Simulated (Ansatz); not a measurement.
Runs of Ansatz 0.2.0 on TiSi2. The structure is orthorhombic, space group Immm (No. 71). The conventional cell has a = 2.946 Å, b = 3.424 Å, c = 8.424 Å, α = 90.00°, β = 90.00°, γ = 90.00°. Ti (site symmetry mmm) is surrounded by 10 Si at 2.67 to 2.78 Å and 2 Ti at 2.95 Å. Around Si (site symmetry mm2) lie 7 Si at 2.63 to 2.95 Å and 5 Ti at 2.67 to 2.78 Å. The cell comes from a database or a generator and needn't be the stable form of this composition.

```tsv
task	level	potentials or basis	cutoff (eV)	pressure (GPa)	largest force (eV/Å)
phonons	PBEsol	all-electron LAPW, scalar-relativistic	213	-	0.07
band structure	PBEsol	all-electron LAPW, non-relativistic	202	(a)	0.05
band structure	PBEsol	all-electron LAPW, inner shells corrected to Dirac's equation	202	(b)	0.07
band structure	LDA	all-electron LAPW, scalar-relativistic	202	-6.6	0.12
```

Alike in all rows: no spin polarisation; cell as given; k mesh 12 × 12 × 12; smearing fermi-dirac 0.05 eV; basis error allowed 0.002 eV/atom.

Task: Estimate the missing entries.

Result: (a) -3.5; (b) -3.6.

Caveats: a metal's response needs a denser mesh (some runs).

Not every run made on this cell is shown here.
